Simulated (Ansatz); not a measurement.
Runs of Ansatz 0.2.0 on SrO. Symmetry: Fm-3m, No. 225, cubic system. The conventional cell has a = 5.133 Å, b = 5.133 Å, c = 5.133 Å, α = 90.00°, β = 90.00°, γ = 90.00°. Sr (site symmetry m-3m) has 6 O at 2.57 Å as nearest neighbours. O (site symmetry m-3m) is surrounded by 6 Sr at 2.57 Å. 

```tsv
task	level	potentials or basis	cell	k mesh	cutoff (eV)	smearing	basis error allowed	mesh quality	gap on the mesh (eV)	pressure (GPa)	relaxed volume (Å³/atom)
single point	PBEsol	all-electron PAW datasets made for the crystal	as given	6 × 6 × 6	300	fermi-dirac 0.05 eV	-	not flagged	3.20	-0.5	-
single point	HSE06+D3(BJ)	all-electron PAW datasets made for the crystal	as given	5 × 5 × 5	340	gaussian 0.05 eV	-	coarse	4.99	-	-
Born charges and dielectric tensor	PBEsol	all-electron PAW datasets made for the crystal	as given	9 × 9 × 9	340	fixed	-	not flagged	3.26	-	-
relaxation of cell and atoms	PBE	all-electron LAPW, scalar-relativistic	relaxed	9 × 9 × 9	-	fermi-dirac 0.05 eV	0.001 eV/atom	not flagged	(a)	0.0	17.52
relaxation of cell and atoms	PBE+D3(BJ)	all-electron LAPW, scalar-relativistic	relaxed	9 × 9 × 9	-	fermi-dirac 0.05 eV	0.001 eV/atom	not flagged	3.37	0.0	17.07
single point	PBE	all-electron LAPW, scalar-relativistic	as given	4 × 4 × 4	183	fermi-dirac 0.02 eV	0.004 eV/atom	coarse	3.30	3.4	-
relaxation of cell and atoms	RPBE+D4	all-electron LAPW, scalar-relativistic	relaxed	9 × 9 × 9	-	fermi-dirac 0.05 eV	0.001 eV/atom	not flagged	3.50	0.0	17.53
single point	PBE	all-electron PAW datasets made for the crystal	as given	6 × 6 × 6	300	fermi-dirac 0.05 eV	-	not flagged	3.31	(b)	-
```

Alike in all rows: no spin polarisation.

Question: Fill in the values left out.

Answer: (a) 3.38; (b) 3.3.

Caveats: some runs use coarse meshes; an odd mesh through Γ misses points on the zone boundary, where band edges often lie (some runs); the program warned that the printed levels may be off, so bands, gaps and densities of states are rough (some runs).

A k mesh can miss the band edges, and the runs leave out spin-orbit coupling on Sr.

Not every run made on this cell is shown here.
